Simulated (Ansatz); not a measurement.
# MgO(001) slab, 2 layers: the cell at rest

Task: relax MgO(001) slab, 2 layers tightly.

Method: DFT PBEsol, scalar-relativistic, plane waves, PAW, in Ansatz 0.2.0.

## 1. Starting point

The cell holds 4 atoms: 2 Mg and 2 O. Cell: a = 2.977 Å, b = 2.977 Å, c = 15.105 Å, α = 90.0°, β = 90.0°, γ = 90.0°. Vacuum lies along c.

## 2. Probe on a coarse mesh

First a cheap look: the gap decides the mesh and the occupations, the pressure tells how far the cell has to move.

The program solves this slab on a cell height of its own, 28.0 Å, in place of the one typed.

File input.yaml:

```yaml
crystal:
  lattice:
    - [2.105, 2.105, 0.0]
    - [-2.105, 2.105, 0.0]
    - [0.0, 0.0, 15.105]
  atoms:
    - { symbol: Mg, position: [0.0, 0.0, 0.430321] }
    - { symbol: Mg, position: [0.5, 0.5, 0.569679] }
    - { symbol: O, position: [0.5, 0.5, 0.430321] }
    - { symbol: O, position: [0.0, 0.0, 0.569679] }
  periodic: [true, true, false]
kpoints:
  mp_grid: { grid: [6, 6, 1] }
hamiltonian:
  xc: pbesol
scf:
  occupations: { method: gaussian, width: 0.1 }
output:
  forces: true
  stress: true
  eigenvalues: true
```

On the command line:

```bash
$ ansatz run input.yaml --threads 8 --pin off --max-ram 14336MiB --backend cpu --events-out ev --progress --plain --runs-dir out
```

Numbers of over 12 decimals in the logs are rounded to 6 here.

Output:

```text
[...]
k-point 1: bands = [... 12 lower, -5.9270, -5.6517, -5.4715, -5.0368, -1.0892 (-1.0892°), -0.5782 (-0.5784°), 0.7135, 0.8385]
  k-point 2: bands = [... 12 lower, -6.4120, -5.4925, -5.4119, -5.1331, 0.3199 (0.3199°), 0.3909 (0.3909°), 2.1594, 2.1634]
  k-point 9: bands = [... 12 lower, -6.8200, -6.8200, -5.6535, -5.6535, 3.5266, 3.5266, 4.9167, 4.9167]
  ° read free of the cell's end (the report's vacuum.weakly_bound_levels)
[key lines of the parts left out:]
SCF converged after 7 iterations
Free energy (F): -4950.603290 eV
Fermi energy:    -3.417056 eV
P = ½ c Tr σ = -6.4966 N/m
```

The job ended after 0.64 s (8 threads of Arm Neoverse V2, shared host; peak memory 0.55 GiB).

A gap read on the k-mesh alone can miss the band edges.

This step gave:

| Property | Result |
| --- | --- |
| gap on the k-mesh | 3.177 eV |
| direct gap on mesh | 3.177 eV |
| area per atom | 2.216 Å² |

The coarse mesh shows a gap of 3.18 eV.

## 3. Relaxation

Harmonic phonons are second derivatives at a point where the forces vanish, and they are wanted at zero stress, so atoms and cell are relaxed first.

The program solves this slab on a cell height of its own, 28.0 Å, in place of the one typed.

input.yaml, the sections that differ from step 2:

```yaml
scf:
  occupations: { method: gaussian, width: 0.02 }
output:
  forces: true
  stress: true
  eigenvalues: true
  write_density: true
  write_potential: true
  elf: true
  volumetric_format: npy
relax:
  adjacent_minimum: "off"
  f_tol: 0.005
  max_steps: 80
  cell: { stress_2d_tol: 0.02 }
# crystal, kpoints, hamiltonian: as in step 2
```

Output:

```text
[...]
Crystal: 4 atoms, lattice volume = 248.226 Å³
Basis set: ecut = 420 eV, 4697 PW (Γ), exchange–correlation on 40×40×384 points (8 copies of the dense FFT grid, shifted against one another)
Bands: 20, of which v1, the nominal top of the filled ones, is band 16 counted from 1 (15 counted from 0)
Symmetry: 16 space group operations
[...]
k-points: 10 of 36
[...]
SCF iter   1: F=—  HF=-4950.619094 eV  |F-HF|=—  |Δ(HF+E_count)|=         —  Δρ=5.45e-3  dr2=5.78e-2  ethr=1.77e-3  ⟨swp⟩=12.3  Hψ=1406  notcnv=0
[...]
SCF iter   9: F=-4950.603290 eV  HF=-4950.603290 eV  |F-HF|=3.64e-11  |Δ(HF+E_count)|=  1.72e-10  Δρ=1.13e-8  dr2=2.41e-13  ethr=1.00e-12  ⟨swp⟩=6.8  Hψ=1155  notcnv=0
SCF 1 converged in 9 iterations: F = -4950.603290 eV  dr2 = 2.41e-13
[...]
relax step   1: F+E_penalty+E_count = -4950.60328961 eV  Δ(F+E_penalty+E_count) = +0.000e0 eV  max|allowed force component| = 4.459e-1 eV/Å  Δτ_max = 0.0000 Å  P = -6.497 N/m  Ω = 248.226 Å³  fix = [c, alpha, beta]  reactions: c +0.000 N/m  (9 SCF iters, accepted)
Crystal: 4 atoms, lattice volume = 242.094 Å³
Basis set: ecut = 420 eV, 4625 PW (Γ), exchange–correlation on 40×40×384 points (8 copies of the dense FFT grid, shifted against one another)
[...]
iter 1 solved again at ethr=8.20e-5 eV; its pass at ethr=3.10e-3 eV (dr2=2.62e-2 eV) is discarded
[...]
SCF iter   6: F=-4950.703379 eV  HF=-4950.703379 eV  |F-HF|=1.15e-7  |Δ(HF+E_count)|=   1.69e-6  Δρ=6.38e-6  dr2=4.98e-8  ethr=1.25e-9  ⟨swp⟩=18.6  Hψ=2026  notcnv=0
SCF 2 converged in 6 iterations: F = -4950.703379 eV  dr2 = 4.98e-8
relax step   2: F+E_penalty+E_count = -4950.70337889 eV  Δ(F+E_penalty+E_count) = -1.001e-1 eV  max|allowed force component| = 1.509e-1 eV/Å  Δτ_max = 0.0353 Å  P = -4.107 N/m  Ω = 242.094 Å³  energy of the carried Pulay correction = +3.851e-3 eV  fix = [c, alpha, beta]  reactions: c +0.000 N/m  (6 SCF iters, dr2 threshold 4.00e-7 eV, accepted)
Crystal: 4 atoms, lattice volume = 232.324 Å³
Basis set: ecut = 420 eV, 4545 PW (Γ), exchange–correlation on 40×40×384 points (8 copies of the dense FFT grid, shifted against one another)
[...]
SCF iter   6: F=-4950.758465 eV  HF=-4950.758465 eV  |F-HF|=4.01e-8  |Δ(HF+E_count)|=   1.03e-7  Δρ=5.36e-6  dr2=4.93e-8  ethr=1.01e-9  ⟨swp⟩=10.5  Hψ=1693  notcnv=0
SCF 3 converged in 6 iterations: F = -4950.758465 eV  dr2 = 4.93e-8
relax step   3: F+E_penalty+E_count = -4950.75846479 eV  Δ(F+E_penalty+E_count) = -5.509e-2 eV  max|allowed force component| = 1.454e-1 eV/Å  Δτ_max = 0.0133 Å  P = +0.191 N/m  Ω = 232.324 Å³  energy of the carried Pulay correction = +1.019e-2 eV  fix = [c, alpha, beta]  reactions: c +0.000 N/m  (6 SCF iters, dr2 threshold 4.00e-7 eV, accepted)
[...]
relax step   4: F+E_penalty+E_count = -4950.76125938 eV  Δ(F+E_penalty+E_count) = -2.795e-3 eV  max|allowed force component| = 2.031e-2 eV/Å  Δτ_max = 0.0167 Å  P = -0.005 N/m  Ω = 232.174 Å³  energy of the carried Pulay correction = +1.029e-2 eV  fix = [c, alpha, beta]  reactions: c +0.000 N/m  (6 SCF iters, dr2 threshold 4.00e-7 eV, accepted)
[...]
relax step   5: F+E_penalty+E_count = -4950.76128831 eV  Δ(F+E_penalty+E_count) = -2.892e-5 eV  max|allowed force component| = 1.977e-3 eV/Å  Δτ_max = 0.0020 Å  P = -0.002 N/m  Ω = 232.188 Å³  energy of the carried Pulay correction = +1.028e-2 eV  fix = [c, alpha, beta]  reactions: c +0.000 N/m  (5 SCF iters, dr2 threshold 2.58e-8 eV, accepted)
[...]
relax step   6: F+E_penalty+E_count = -4950.75451234 eV  Δ(F+E_penalty+E_count) = +6.776e-3 eV  max|allowed force component| = 2.019e-3 eV/Å  Δτ_max = 0.0000 Å  P = -0.192 N/m  Ω = 232.188 Å³  fix = [c, alpha, beta]  reactions: c +0.000 N/m  stress off target by 1.92e-1 N/m on what of the cell is left free  SCF on the basis re-selected at this cell (its energy is not comparable with the rows above)  (7 SCF iters)
[...]
relax step   7: F+E_penalty+E_count = -4950.75486703 eV  Δ(F+E_penalty+E_count) = -3.547e-4 eV  max|allowed force component| = 3.208e-4 eV/Å  Δτ_max = 0.0006 Å  P = +0.024 N/m  Ω = 231.761 Å³  energy of the carried Pulay correction = +2.741e-4 eV  fix = [c, alpha, beta]  reactions: c +0.000 N/m  (5 SCF iters, dr2 threshold 6.29e-8 eV, accepted)
[...]
relax step   8: F+E_penalty+E_count = -4950.75483987 eV  Δ(F+E_penalty+E_count) = +2.716e-5 eV  max|allowed force component| = 9.151e-6 eV/Å  Δτ_max = 0.0000 Å  P = +0.000 N/m  Ω = 231.805 Å³  energy of the carried Pulay correction = +2.458e-4 eV  fix = [c, alpha, beta]  reactions: c +0.000 N/m  (4 SCF iters, dr2 threshold 9.43e-10 eV, accepted)
[...]
SCF iter   1: F=—  HF=-4950.754747 eV  |F-HF|=—  |Δ(HF+E_count)|=         —  Δρ=5.75e-6  dr2=1.98e-8  ethr=7.93e-7  ⟨swp⟩=5.1  Hψ=2123  notcnv=0
eigensolver tolerance schedule: the retry pair's looser diagonalisation over-reported the residual by 12809.93 of it (diagonalisation noise at an unbounded share of the residual, at the tolerance the schedule requests for it); recorded, not acted on — ethr = c·dr2/N_el stays at c = 1.0e-1
[...]
SCF iter   2: F=—  HF=-4950.754686 eV  |F-HF|=—  |Δ(HF+E_count)|=   6.16e-5  Δρ=3.00e-6  dr2=8.85e-9  ethr=6.19e-11  ⟨swp⟩=5.1  Hψ=662  notcnv=0
[...]
SCF iter   7: F=-4950.754686 eV  HF=-4950.754686 eV  |F-HF|=1.55e-11  |Δ(HF+E_count)|=  2.36e-11  Δρ=4.92e-8  dr2=2.74e-12  ethr=1.00e-12  ⟨swp⟩=9.3  Hψ=1304  notcnv=0
SCF 9 converged in 7 iterations: F = -4950.754686 eV  dr2 = 2.74e-12
relax step   9: F+E_penalty+E_count = -4950.75468566 eV  Δ(F+E_penalty+E_count) = +1.542e-4 eV  max|allowed force component| = 1.667e-5 eV/Å  Δτ_max = 0.0000 Å  P = -0.003 N/m  Ω = 231.805 Å³  fix = [c, alpha, beta]  reactions: c +0.000 N/m  stress off target by 3.27e-3 N/m on what of the cell is left free  SCF on the basis re-selected at this cell (its energy is not comparable with the rows above)  (7 SCF iters)
[...]
WARN: The output density's exchange-correlation potential varies sharply where the density is thin. Do not read a vacuum level from v_tot or v_xc, or from such a field of the output density. On a cell that repeats whose density bears no net charge and no dipole along the vacuum's axis use v_es (v_loc + v_h of the components); under efield.dipole_correction with no amplitude use v_es + v_field, which holds any externa [...]
SCF converged after 7 iterations
Free energy (F): -4950.754686 eV
[...]
Internal energy: -4950.754686 eV  (E = F + TS)
E sigma→0 (E₀):  -4950.754686 eV
Fermi energy:    -3.469624 eV
[...]
--- Forces (eV/Å), atoms counted from 1 ---
  atom   1  Mg     0.00000000     0.00000000    -0.00001667
  atom   2  Mg     0.00000000    -0.00000000     0.00001667
  atom   3  O     -0.00000000     0.00000000    -0.00001640
  atom   4  O     -0.00000000     0.00000000     0.00001640
  max |Σ_I F_I| component: 3.23e-27 eV/Å
--- 2D stress c σ (N/m, compression-positive) ---
       -0.003268       0.000000       0.000000
       -0.000000      -0.003268       0.000000
        0.000000       0.000000       0.000000
  P = ½ c Tr σ = -0.0033 N/m
--- Band table (eV; the first three rows and the last of 10) ---
  k-point 0: bands = [... 12 lower, -5.8541, -5.8541, -5.2733, -5.2733, -1.6660 (-1.6660°), -0.7948 (-0.7955°), 0.2383, 0.4429]
  k-point 1: bands = [... 12 lower, -6.2629, -5.8087, -5.7874, -5.3033, -0.9298 (-0.9298°), -0.4340 (-0.4343°), 0.7878, 0.9159]
  k-point 2: bands = [... 12 lower, -6.8649, -5.7655, -5.6880, -5.3934, 0.5569 (0.5569°), 0.6326 (0.6326°), 2.3252, 2.3314]
  k-point 9: bands = [... 12 lower, -7.3480, -7.3480, -5.8657, -5.8657, 4.0669, 4.0669, 4.7462, 4.7462]
  ° read free of the cell's end (the report's vacuum.weakly_bound_levels)
--- Relaxed structure (7 steps of the walk, 7 accepted, 2 SCFs on fresh bases) ---
  F+E_penalty+E_count = -4950.75468566 eV   max|allowed force component| = 1.667e-5 eV/Å   (the final SCF, on the basis selected at the relaxed cell)
  cell:  # Å, volume = 231.8051 Å³
    - [2.034183, 2.034183, 0.0]
    - [-2.034183, 2.034183, 0.0]
    - [0.0, 0.0, 28.01000518]
  atoms:
    - { symbol: Mg, position: [0, 0, 0.232073] }
    - { symbol: Mg, position: [0.500000, 0.500000, 0.307199] }
    - { symbol: O, position: [0.500000, 0.500000, 0.230226] }
    - { symbol: O, position: [0, 0, 0.309046] }
```

Run time: 5.2 s. Hardware: 8 threads; peak memory 0.57 GiB.

Relaxation path:

```
step  energy less that of the first step (eV)  largest force component (eV/Å)  volume (Å³)
   1                                   0.0000                          0.4459       248.23
   2                                  -0.1001                          0.1509       242.09
   3                                  -0.1552                          0.1454       232.32
   4                                  -0.1580                          0.0203       232.17
   5                                  -0.1580                          0.0020       232.19
  6*                                  -0.1512                          0.0020       232.19
   7                                  -0.1516                          0.0003       231.76
   8                                  -0.1515                          0.0000       231.81
  9*                                  -0.1514                          0.0000       231.81
```

Relaxation steps marked * repeat the geometry before them on a plane-wave basis chosen anew for their cell, so energy and pressure can jump there.

Forces are held to the 16 operations that the run works with; a distortion that breaks them can't arise in this run.

| cell as run | before | after | change |
| --- | --- | --- | --- |
| a (Å) | 2.977 | 2.877 | -3.4 % |
| b (Å) | 2.977 | 2.877 | -3.4 % |

The atoms that moved most (Å, along periodic axes as changes of fractional coordinates times the final cell, across vacuum about the mean position):

| atom | dx | dy | dz | length |
| --- | --- | --- | --- | --- |
| O4 | 0.000 | 0.000 | 0.051 | 0.051 |
| O3 | 0.000 | 0.000 | -0.051 | 0.051 |

This step gave:

| Quantity | Value |
| --- | --- |
| gap on the k-mesh | 3.607 eV |
| direct gap on mesh | 3.607 eV |
| area per atom | 2.069 Å² |

ELF in the ac plane at fractional y = 0.500, with atoms of Mg and O within 0.2 Å of it. It is the smooth field of the valence electrons, not physical close to the nuclei.

Ten even steps from '_' (0.00) to '@' (0.81), each cell a mean:
```
______________________________
______________________________
______________________________
______________________________
______________________________
______________________________
______________________________
______________________________
______________________________
______________________________
______________________________
______________________________
______________________________
______________________________
______________________________
______________________________
....____..============..____..
__....::====++++++++====::....
..::++%%@@@@%%####%%@@@@%%++::
____..--==++++++++++++==--..__
______________________________
______________________________
______________________________
______________________________
```
Columns run along a (2.9 Å), rows up along c (28.0 Å). Atoms in or near the plane, at fractional coordinates: Mg at (0.50, 0.31), O at (0.50, 0.23).

Valence density in the ac plane at fractional y = 0.500, with atoms of Mg and O within 0.2 Å of it. It is the smooth field of the valence electrons, not physical close to the nuclei.

Ten steps, logarithmic in the rise over the least value, from '_' (0 e/Å³) to '@' (15 e/Å³), each cell a mean:
```
______________________________
______________________________
______________________________
______________________________
______________________________
______________________________
______________________________
______________________________
______________________________
______________________________
______________________________
______________________________
______________________________
______________________________
______________________________
______________________________
........::**%%@@@@%%**::......
........::::--====--::::......
....::--==++########++==--::..
________................______
______________________________
______________________________
______________________________
______________________________
```
Columns run along a (2.9 Å), rows up along c (28.0 Å). Atoms in or near the plane, at fractional coordinates: Mg at (0.50, 0.31), O at (0.50, 0.23).

Electrostatic potential energy in the ac plane at fractional y = 0.500, with atoms of Mg and O within 0.2 Å of it. With pseudopotentials it is smooth inside the atoms' cores, unlike the true potential.

Ten even steps from '0' (-27 eV) to '9' (0 eV), each cell a mean:
```
999999999999999
999999999999999
999999999999999
999999999999999
999999999999999
999999999999999
999999999999999
999999999999999
999999999999999
999999999999999
999999999999999
999999999999999
999999999999999
999999999999999
999999999999999
999887777778899
987630000003678
999887544578899
899962000026999
999999999999999
999999999999999
999999999999999
999999999999999
999999999999999
```
Columns run along a (2.9 Å; values clipped at the 3rd and 97th percentile), rows up along c (28.0 Å). Atoms in or near the plane, at fractional coordinates: Mg at (0.50, 0.31), O at (0.50, 0.23).

## 4. Tight relaxation

Phonons need a cell at rest on their own settings, so the relaxation is repeated with tight tolerances on forces and stress, using the mesh and the filling of the phonon run that follows.

File input.yaml:

```yaml
crystal:
  lattice:
    - [2.0341826175, 2.0341826175, 0.0]
    - [-2.0341826175, 2.0341826175, 0.0]
    - [0.0, 0.0, 28.01000518]
  atoms:
    - { symbol: Mg, position: [0.0, 0.0, 0.232073051] }
    - { symbol: Mg, position: [0.5, 0.5, 0.307198538] }
    - { symbol: O, position: [0.5, 0.5, 0.2302256323] }
    - { symbol: O, position: [0.0, 0.0, 0.3090459566] }
  periodic: [true, true, false]
kpoints:
  mp_grid: { grid: [8, 8, 1] }
hamiltonian:
  xc: pbesol
scf:
  occupations: { method: fixed }
output:
  forces: true
  stress: true
  eigenvalues: true
relax:
  adjacent_minimum: "off"
  f_tol: 0.001
  max_steps: 60
  cell: { stress_2d_tol: 0.002 }
```

Output:

```text
[...]
Crystal: 4 atoms, lattice volume = 231.805 Å³
Basis set: ecut = 420 eV, 4521 PW (Γ), exchange–correlation on 40×40×384 points (8 copies of the dense FFT grid, shifted against one another)
Bands: 20, of which v1, the nominal top of the filled ones, is band 16 counted from 1 (15 counted from 0)
[... 1 set-up line as in the run before ...]
[...]
k-points: 15 of 64
[...]
--- Relaxed structure (1 steps of the walk, 1 accepted, 1 SCFs on fresh bases) ---
[...]
cell:  # Å, volume = 231.8051 Å³
    - [2.0341826175, 2.0341826175, 0.0]
    - [-2.0341826175, 2.0341826175, 0.0]
    - [0.0, 0.0, 28.01000518]
  atoms:
    - { symbol: Mg, position: [0.0, 0.0, 0.232073] }
    - { symbol: Mg, position: [0.5, 0.5, 0.307198537975] }
    - { symbol: O, position: [0.5, 0.5, 0.230226] }
    - { symbol: O, position: [0.0, 0.0, 0.309045956625] }
[key lines of the parts left out:]
SCF converged after 10 iterations
Free energy (F): -4950.755549 eV
Fermi energy:    -5.275049 eV
P = ½ c Tr σ = -0.0006 N/m
```

Run time: 1.7 s. Hardware: 8 threads; peak memory 0.58 GiB.

Little changed from the start: no atom moved by 0.005 Å and no cell edge by 0.1 %.

This step gave:

```
gap on the k-mesh  : 3.608 eV
direct gap on mesh : 3.608 eV
```

The largest force component left is 0.51 meV/Å, within the tolerances set.

## 5. What came out

* space group after relaxation (within 0.01 Å): P4/nmm
* lattice constant a: 2.877 Å
* lattice constant b: 2.877 Å
* area per atom: 2.07 Å²
* gap on the k-mesh: 3.61 eV

**Reading.** The largest force component left is 0.51 meV/Å, within the tolerances set. The relaxation keeps the symmetry of its start, so it says nothing on stability against lower symmetry. The starting cell was built on a prototype and not taken from a measurement.

[Logs are printed without paths, hosts, clocks, repeated set-up lines and the standing remarks that a program may print on its own settings, such as how far it seeks lower states.]

[Hosts, paths, dates, database ids (printed as entryN), source tags and the programs' standing remarks are cut or masked in the printed files.]
